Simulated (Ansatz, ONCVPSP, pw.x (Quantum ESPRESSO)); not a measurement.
# Ti (bcc): variants of one ONCV potential in the solid

titanium (Ti), optimised norm-conserving Vanderbilt (ONCV), made with ONCVPSP 4.0.1.1 (patched build) (PBE, scalar-relativistic). Core [Ar], reference 3d2 4s2. Waves: 4s: rc 2.60 bohr, ncon 4, nbas 8, qcut 2.5 1/bohr, 2 projectors, debl 2.3 Ha; p scattering state at 0.19 Ha: rc 2.65 bohr, ncon 3, nbas 6, qcut 3.1 1/bohr, 2 projectors, debl 3.1 Ha; 3d: rc 2.45 bohr, ncon 3, nbas 8, qcut 5.1 1/bohr, 3 projectors, debl 1.3 Ha; f scattering state at 0.25 Ha: rc 2.70 bohr, ncon 4, nbas 8, qcut 4.3 1/bohr, 2 projectors, debl 3.1 Ha. Local part: polynomial inside 1.70 bohr (lpopt 5, dvloc0 2 Ha). Core correction: Teter function, fcfact 3.75, rcfact 1.45.

In the p channel the program set the typed energies aside and used 0.050, 3.150 Ha.

Crystal test: bcc Ti in pw.x 7.5, no spin, 14³ k-points, Fermi–Dirac smearing 0.01 Ry, cutoffs set for each file from its atomic test. The reference is all-electron LAPW (Ansatz 0.2.0) with the same functional, mesh and smearing; V0 and B0 come from Birch–Murnaghan fits to the pressures at five volumes. Errors are pseudo minus all-electron; Δ is the rms difference of the E(V) curves that follow from these fits, minima aligned, over ±6 % about the mean V0. Mesh and smearing are coarse, so the numbers serve the comparison and aren't converged zero-temperature values; the lattice is a test structure that the element need not adopt.

All-electron: a0 = 3.264 Å (V0 = 17.38 Å³/atom), B0 = 104.1 GPa.

Base: This is a poor potential for the solid.

| change | cutoffs (Ry) | pw.x | a0 (Å) | a0 error (%) | B0 error (%) | Δ (meV/atom) | mean pressure error (GPa) |
| --- | --- | --- | --- | --- | --- | --- | --- |
| base | 50/200 | converged; energies reset by the program | 3.217 | -1.43 | -4.9 | 16.5 | -4.12 |
| f: rc 2.74 | 50/200 | converged; energies reset by the program | 3.217 | -1.43 | -4.9 | 16.5 | -4.12 |
| local potential polynomial inside 1.70 bohr (lpopt 3, dvloc0 2 Ha) | 50/200 | converged; energies reset by the program | 3.217 | -1.43 | -5.0 | 16.5 | -4.11 |
| f: rc 2.3 | 50/200 | converged; energies reset by the program | 3.217 | -1.43 | -4.9 | 16.5 | -4.12 |
| core correction none | 45/180 | converged; energies reset by the program | 3.235 | -0.87 | -8.4 | 10.1 | -2.51 |

Problem. Give the row for: p: nbas 8.

Solution. pw.x: converged; energies reset by the program; mean pressure error (GPa): -4.16; a0 (Å): 3.217; a0 error (%): -1.44; B0 error (%): -4.9; Δ (meV/atom): 16.7.
